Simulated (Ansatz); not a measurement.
**Si: C on a Si site**

Level of theory: PBE, no spin polarisation, scalar-relativistic; Ansatz, plane waves to 420 eV (PAW set soft_2), k-mesh 2×2×2 shifted by half a step.

The relaxed host crystal (Kohn–Sham gap 0.61 eV):

```
Si
1.0
     0.00000    2.73505    2.73505
     2.73505    0.00000    2.73505
     2.73505    2.73505    0.00000
Si
2
Direct
  0.25000 0.25000 0.25000
  0.00000 0.00000 0.00000
```

Supercell of 32 atoms, rows of the matrix [[-1,-1,-1],[-1,-1,3],[-1,3,-1]] times the cell vectors; C on a Si site at (0.250, 0.250, 0.250) in fractions of the cell above. Atoms are relaxed at the host's cell.

Distances from the C atom (Å), by shell of the perfect crystal:

```
shell  perfect crystal  relaxed, charge 0
 4 Si             2.37               2.03
```

| charge | gap of the cell on the mesh (eV) | carriers |
| --- | --- | --- |
| 0 | 1.27 | none in the bands |

On this mesh the host's own supercell has a gap of 1.39 eV.

Formation energy of the neutral defect: 1.59 eV, taking atoms from and to the elements' standard states (no corrections for gases), so it belongs to those chemical potentials alone.

Relaxed cell at charge 0:

```
Si C_Si charge 0
1.0
    -5.4701   -5.4701   -5.4701
     5.4701    5.4701   -5.4701
     5.4701   -5.4701    5.4701
C Si
1 31
Direct
  0.5000 0.7500 0.5000
  0.5000 0.5045 0.7430
  0.2545 0.7500 0.7430
  0.5000 0.2500 0.0000
  0.2570 0.5070 0.0115
  0.0000 0.7500 0.0000
  0.5000 0.9930 0.2545
  0.2570 0.2615 0.2570
  0.0115 0.5070 0.2570
  0.7430 0.7500 0.2545
  0.2545 0.9930 0.5000
  0.0000 0.2500 0.5000
  0.7430 0.5045 0.5000
  0.9885 0.9955 0.7455
  0.7455 0.2385 0.7455
  0.7455 0.9955 0.9885
  0.5000 0.7500 0.7147
  0.5000 0.5029 0.9968
  0.2529 0.7500 0.9968
  0.5000 0.2468 0.2529
  0.2853 0.5353 0.2853
  0.9968 0.7500 0.2529
  0.5000 0.9647 0.5000
  0.2529 0.2468 0.5000
  0.9968 0.5029 0.5000
  0.7147 0.7500 0.5000
  0.2439 0.9971 0.7471
  0.0032 0.2532 0.7561
  0.7471 0.4939 0.7471
  0.0032 0.0061 0.0032
  0.7561 0.2532 0.0032
  0.7471 0.9971 0.2439
```

Caveats: semilocal functionals make gaps too small, which shifts levels too; small supercell, so energies and levels can be off by tenths of an eV; the atoms kept the symmetry of the start, so a distorted state could lie lower.

Carbon draws its four silicon neighbours inward, from 2.37 to 2.03 Å, because its covalent radius is much smaller than that of the atom it replaces. The contraction is incomplete: the Si–C distances remain clearly longer than in silicon carbide, since the surrounding lattice resists further relaxation. The positive formation energy of 1.59 eV probably reflects this compromise, with strained Si–Si bonds and stretched Si–C bonds outweighing the gain from bond polarity. It fits carbon's known low solubility in silicon. Equilibrium with silicon carbide, the phase that normally limits solubility, would raise the cost further, because carbon is more strongly bound there than in its elemental form.

Carbon is isovalent with silicon, so four bonds can form without leaving an electron or hole over, in line with the absence of carriers. The modest change in the mesh gap, from 1.39 to 1.27 eV, suggests perturbed band states rather than a deep level, but it doesn't establish how dilute carbon shifts the true band edges.
